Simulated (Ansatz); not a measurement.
# Phonon spectrum of ZnO

The calculation used DFT PBE, scalar-relativistic, plane waves, PAW in Ansatz. Cutoff 420 eV, 12×12×4 k-points (Γ-centred), fixed occupations. No spin polarisation. Phonons by linear response, acoustic sum rule imposed.

The cell, relaxed at this level:
```xyz
8
Lattice="3.2718 0.0000 0.0000 -1.6359 2.8335 0.0000 0.0000 0.0000 10.6300" Properties=species:S:1:pos:R:3 pbc="T T T"
Zn    1.6359    0.9445    8.9728
Zn    0.0000    1.8890    3.6578
Zn    0.0000    0.0000    6.3175
Zn    0.0000    0.0000    1.0025
O     1.6359    0.9445    6.9724
O     0.0000    1.8890    1.6574
O     0.0000    0.0000    4.3123
O     0.0000    0.0000    9.6273
```

It was reached by relaxing an invented guess, and it needn't be the stable form of this composition. The q mesh is coarse, so values between its points are rough.

Force constants from linear response on a 3×3×1 q mesh.

Question: Is the structure dynamically stable on the q mesh?

Answer: Yes, on this mesh: no mode is imaginary.

Question: Give the frequencies (cm⁻¹) at the zone-boundary points of high symmetry (interpolated where a point lies off the q mesh).

Answer:
| point | q | frequencies |
| --- | --- | --- |
| M | 0.500 0.000 0.000 | 90 100 111 113 120 133 139 148 233 233 250 252 395 397 419 420 421 442 447 452 511 512 518 519 |
| K | 0.333 0.333 0.000 | 97 117 117 137 145 145 165 165 219 231 231 240 406 422 422 432 455 455 483 483 483 490 490 495 |
| A | 0.000 0.000 0.500 | 38 38 38 38 83 83 83 83 97 97 228 228 365 365 365 365 390 390 390 390 512 512 517 517 |
| L | 0.500 0.000 0.500 | 99 99 112 112 129 129 137 137 239 239 246 246 403 403 411 411 436 436 445 445 513 513 518 518 |
| H | 0.333 0.333 0.500 | 114 114 117 117 151 151 162 162 231 231 231 231 418 418 421 421 460 460 474 474 490 490 495 495 |
